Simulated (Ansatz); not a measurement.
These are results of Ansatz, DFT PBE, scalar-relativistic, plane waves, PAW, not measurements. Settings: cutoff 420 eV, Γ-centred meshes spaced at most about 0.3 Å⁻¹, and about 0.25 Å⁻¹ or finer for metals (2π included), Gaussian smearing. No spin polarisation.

Temperature and zero-point effects are left out.

Question: Which of these relaxed structures of Bi4Te3 is the lowest in energy?
A.

```cif
data_structure
_symmetry_space_group_name_H-M 'R-3m:H'
_symmetry_Int_Tables_number 166
_cell_length_a 4.5077
_cell_length_b 4.5077
_cell_length_c 43.0064
_cell_angle_alpha 90.000
_cell_angle_beta 90.000
_cell_angle_gamma 120.000
_cell_volume 756.79
loop_
_atom_site_label
_atom_site_type_symbol
_atom_site_symmetry_multiplicity
_atom_site_Wyckoff_symbol
_atom_site_fract_x
_atom_site_fract_y
_atom_site_fract_z
_atom_site_occupancy
Bi1 Bi 6 c 0.00000 0.00000 0.71345 1
Bi2 Bi 6 c 0.33333 0.66667 0.81406 1
Te1 Te 3 a 0.00000 0.00000 0.00000 1
Te2 Te 6 c 0.66667 0.33333 0.75304 1
```

B.

```cif
data_structure
_symmetry_space_group_name_H-M 'P6/mmm'
_symmetry_Int_Tables_number 191
_cell_length_a 5.8576
_cell_length_b 5.8576
_cell_length_c 10.5366
_cell_angle_alpha 90.000
_cell_angle_beta 90.000
_cell_angle_gamma 120.000
_cell_volume 313.09
loop_
_atom_site_label
_atom_site_type_symbol
_atom_site_symmetry_multiplicity
_atom_site_Wyckoff_symbol
_atom_site_fract_x
_atom_site_fract_y
_atom_site_fract_z
_atom_site_occupancy
Bi1 Bi 4 h 0.33333 0.66667 0.35183 1
Te1 Te 3 f 0.50000 0.00000 0.00000 1
```

C.

```cif
data_structure
_symmetry_space_group_name_H-M 'P-43m'
_symmetry_Int_Tables_number 215
_cell_length_a 6.5036
_cell_length_b 6.5036
_cell_length_c 6.5036
_cell_angle_alpha 90.000
_cell_angle_beta 90.000
_cell_angle_gamma 90.000
_cell_volume 275.09
loop_
_atom_site_label
_atom_site_type_symbol
_atom_site_symmetry_multiplicity
_atom_site_Wyckoff_symbol
_atom_site_fract_x
_atom_site_fract_y
_atom_site_fract_z
_atom_site_occupancy
Bi1 Bi 4 e 0.81582 0.18418 0.18418 1
Te1 Te 3 c 0.50000 0.50000 0.00000 1
```

D.

```cif
data_structure
_symmetry_space_group_name_H-M 'P-6m2'
_symmetry_Int_Tables_number 187
_cell_length_a 8.9916
_cell_length_b 8.9916
_cell_length_c 3.2878
_cell_angle_alpha 90.000
_cell_angle_beta 90.000
_cell_angle_gamma 120.000
_cell_volume 230.21
loop_
_atom_site_label
_atom_site_type_symbol
_atom_site_symmetry_multiplicity
_atom_site_Wyckoff_symbol
_atom_site_fract_x
_atom_site_fract_y
_atom_site_fract_z
_atom_site_occupancy
Bi1 Bi 3 k 0.54040 0.45960 0.50000 1
Bi2 Bi 1 c 0.33333 0.66667 0.00000 1
Te1 Te 3 k 0.12047 0.87953 0.50000 1
```

E.

```cif
data_structure
_symmetry_space_group_name_H-M 'P4/mmm'
_symmetry_Int_Tables_number 123
_cell_length_a 7.3589
_cell_length_b 7.3589
_cell_length_c 7.9759
_cell_angle_alpha 90.000
_cell_angle_beta 90.000
_cell_angle_gamma 90.000
_cell_volume 431.92
loop_
_atom_site_label
_atom_site_type_symbol
_atom_site_symmetry_multiplicity
_atom_site_Wyckoff_symbol
_atom_site_fract_x
_atom_site_fract_y
_atom_site_fract_z
_atom_site_occupancy
Bi1 Bi 4 o 0.79602 0.50000 0.50000 1
Te1 Te 2 h 0.50000 0.50000 0.18317 1
Te2 Te 1 b 0.00000 0.00000 0.50000 1
```

Answer: A. The next of these, C, lies 248 meV/atom higher. Forms: A R-3m; C P-43m; D P-6m2; B P6/mmm; E P4/mmm. Counting Te atoms around Bi (those within 1.25 times the shortest such distance or 1.15 times the sum of covalent radii, 1.27 where that leaves under three; a plus sign parts nearer from farther groups; the shortest distance is added where it exceeds 1.18 times the sum of covalent radii; a slash parts the counts of unlike sites): A has Bi 3 from 3.7 Å/6; C has Bi 3; D has Bi 2/6 from 3.7 Å; B has Bi 3 from 4.1 Å; E has Bi 2+2. B holds Te–Te nets (shortest 2.93 Å); E holds Te–Te pairs (shortest 2.92 Å) (bonds between like non-metal atoms; other contacts aren't counted). Origin: A, reached from a cell as deposited in COD, among other starts; B, C, D and E, invented. Shaken at random and relaxed again, A came back.

No dispersion correction is applied, so the spacing and binding between layers, chains or molecules are poorly described (P6/mmm), and this can change margins and order among such cells. These runs have no spin–orbit coupling, which can matter for Bi and Te. Cells without such a test can be saddle points. Some types were kept out of the candidates beforehand, so the set may lack a known form.
